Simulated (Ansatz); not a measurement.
Ansatz input file:

```yaml
crystal:
  lattice:
    - [2.4812626618, 0.0, 0.0]
    - [-1.2406313309, 2.1488364986, 0.0]
    - [0.0, 0.0, 4.0155714883]
  atoms:
    - { symbol: Mn, position: [0.6666666667, 0.3333333333, 0.75] }
    - { symbol: Mn, position: [0.3333333333, 0.6666666667, 0.25] }
basis:
  ecutwfc: 420
kpoints:
  mp_grid: { grid: [21, 21, 10] }
  band_path:
    path:
      - [[0.0, 0.0, 0.0], [0.5, 0.0, 0.0], [0.33333333, 0.33333333, 0.0], [0.0, 0.0, 0.0], [0.0, 0.0, 0.5], [0.5, 0.0, 0.5], [0.33333333, 0.33333333, 0.5], [0.0, 0.0, 0.5]]
      - [[0.5, 0.0, 0.5], [0.5, 0.0, 0.0]]
      - [[0.33333333, 0.33333333, 0.5], [0.33333333, 0.33333333, 0.0]]
    npoints: 14
hamiltonian:
  xc: pbe
scf:
  occupations: { method: gaussian, width: 0.1 }
  n_extra_bands: 6
output:
  forces: true
  stress: true
  eigenvalues: true
  populations: true
  dos: { projected: true, de: 0.02, nscf_kmesh: { grid: [32, 32, 15] } }
  bader: true
```

Run as
```bash
ansatz run input.yaml --threads 1 --pin off --max-ram 2560MiB --backend cpu --events-out ev --progress --plain --runs-dir out
```

Level of theory: DFT PBE, scalar-relativistic, plane waves, PAW (Ansatz 0.2.0).

Abridged output:

```
scf.n_extra_bands = 6 over 15 filled bands (N_el = 30.0): the run solves 21 bands
Pseudopotentials: kind: paw
Pseudopotential: Mn, paw, valence charge 15, recommended cutoff 420 eV (normal)
Functional definition: PBE
Crystal: 2 atoms, lattice volume = 21.410 Å³
Basis set: ecut = 420 eV, 391 PW (Γ), exchange–correlation on 36×36×54 points (8 copies of the dense FFT grid, shifted against one another)
Bands: 21, of which v1, the nominal top of the filled ones, is band 15 counted from 1 (14 counted from 0)
Symmetry: 24 space group operations
Space group: P63/mmc (ITA 194), of the structure as read, at distance tolerance 2.8e-5 Å
k-points: 288 of 4410
Initial density: superposition of atomic densities (neutral atoms: chi_scale 0, normalization atom), corrected by the library's trained network
Initial wavefunctions: pseudopotential atomic-orbital guess
Functional: x = pbe(κ = 0.804, μ = 0.21951497), c = pbe(β = 0.06672455)
SCF iter   1: F=—  HF=-7797.577444 eV  |F-HF|=—  |Δ(HF+E_count)|=         —  Δρ=4.93e-3  dr2=2.47e-3  ethr=1.77e-3  ⟨swp⟩=4.1  Hψ=21509  notcnv=0
SCF iter   2: F=—  HF=-7797.577657 eV  |F-HF|=—  |Δ(HF+E_count)|=   2.13e-4  Δρ=2.89e-3  dr2=9.22e-4  ethr=8.23e-6  ⟨swp⟩=1.7  Hψ=8925  notcnv=0
SCF iter   3: F=—  HF=-7797.577795 eV  |F-HF|=—  |Δ(HF+E_count)|=   1.38e-4  Δρ=2.41e-4  dr2=5.39e-6  ethr=3.07e-6  ⟨swp⟩=2.0  Hψ=7659  notcnv=0
SCF iter   4: F=—  HF=-7797.577790 eV  |F-HF|=—  |Δ(HF+E_count)|=   5.06e-6  Δρ=1.24e-4  dr2=1.19e-6  ethr=1.80e-8  ⟨swp⟩=2.0  Hψ=9888  notcnv=0
SCF iter   5: F=-7797.577790 eV  HF=-7797.577790 eV  |F-HF|=1.31e-8  |Δ(HF+E_count)|=   2.81e-7  Δρ=1.27e-5  dr2=1.13e-8  ethr=3.97e-9  ⟨swp⟩=2.4  Hψ=8819  notcnv=0
SCF iter   6: F=-7797.577790 eV  HF=-7797.577790 eV  |F-HF|=7.08e-10  |Δ(HF+E_count)|=   1.44e-8  Δρ=4.54e-6  dr2=2.09e-9  ethr=3.78e-11  ⟨swp⟩=4.5  Hψ=23364  notcnv=0
SCF 1 converged in 6 iterations: F = -7797.577790 eV  dr2 = 2.09e-9
SCF converged after 6 iterations
Free energy (F): -7797.577790 eV
Harris-Foulkes:  -7797.577790 eV  (|F-HF|=7.08e-10)
Internal energy: -7797.562988 eV  (E = F + TS)
E sigma→0 (E₀):  -7797.570389 eV
Entropy (-TS):   -0.014802 eV (-7.401 meV/atom)
Fermi energy:    20.284741 eV
--- Per-component energies (eV) ---
  E_band       = -311.925123
  E_kinetic    = 617.429541
  E_local      = -3115.772113  (includes V_loc(G=0)·N_el)
  E_nonlocal   = 472.541845
  E_hartree    = 1298.104011
  E_xc         = -231.823465
  E_vxc        = -297.120777  (∫ρ·V_xc dr)
  E_paw        = -2592.314182  (= ΣΔE_a)
  E_vpaw       = -585.214456  (= ΣTr[D̂ρ^β])
  E_aug_tail   = -0.000018  (compensation charges beyond the density's cutoff)
  E_ewald      = -4245.728609
  E_smearing   = -0.014802  (= −TS)
--- Forces (eV/Å), atoms counted from 1 ---
  atom   1  Mn     0.00000000     0.00000000     0.00000000
  atom   2  Mn     0.00000000     0.00000000     0.00000000
--- Stress (GPa, compression-positive) ---
        0.028568       0.000000       0.000000
        0.000000       0.028568       0.000000
        0.000000       0.000000      -0.016471
  P = ⅓ Tr σ = 0.0136 GPa (0.136 kbar)
--- Band table (eV; the first three rows and the last of 288) ---
  k-point 0: bands = ["-58.8764", "-58.7118", "-27.9468", "-27.2696", "-27.2696", "-27.1629", "-27.1629", "-27.1545", "12.0367", "15.8177", "19.3148", "19.3360", "19.3360", "19.8131", "19.8131", "20.3410", "20.3410", "20.9812", "21.9213", "21.9213", "29.5854"]
  k-point 1: bands = ["-58.8725", "-58.7159", "-27.9280", "-27.2670", "-27.2670", "-27.1745", "-27.1655", "-27.1655", "12.1448", "15.8029", "19.2727", "19.2980", "19.2980", "19.7713", "19.7713", "20.4326", "20.4326", "20.6768", "21.9177", "21.9177", "30.0666"]
  k-point 2: bands = ["-58.8609", "-58.7277", "-27.8732", "-27.2594", "-27.2594", "-27.2323", "-27.1732", "-27.1732", "12.4627", "15.7278", "19.1552", "19.2270", "19.2270", "19.6604", "19.6604", "19.9787", "20.6586", "20.6586", "21.8951", "21.8951", "31.3185"]
  k-point 287: bands = ["-58.6798", "-58.6798", "-27.7790", "-27.7790", "-27.6148", "-27.6148", "-27.2936", "-27.2936", "17.5064", "17.5064", "17.5247", "17.5247", "18.6718", "18.6718", "20.3187", "20.3187", "21.9844", "21.9844", "28.0490", "28.0490", "29.7423"]
--- Löwdin populations: 2 sites ---
  site symbol q [e]
     0     Mn     14.8419
     1     Mn     14.8419
  spilling = 0.010538 (of n_electrons = 30.000000)
--- Bader charges: 2 sites ---
  site symbol charge [e]  shift [e]
     0     Mn      0.0000     0.0000
     1     Mn      0.0000     0.0000
  estimated error of the sums over rays = 5.1e-5 e
```

Self-consistency was reached.

It took 29 s on 1 thread of Arm Neoverse V2, with other jobs on the host, peak memory 0.44 GiB.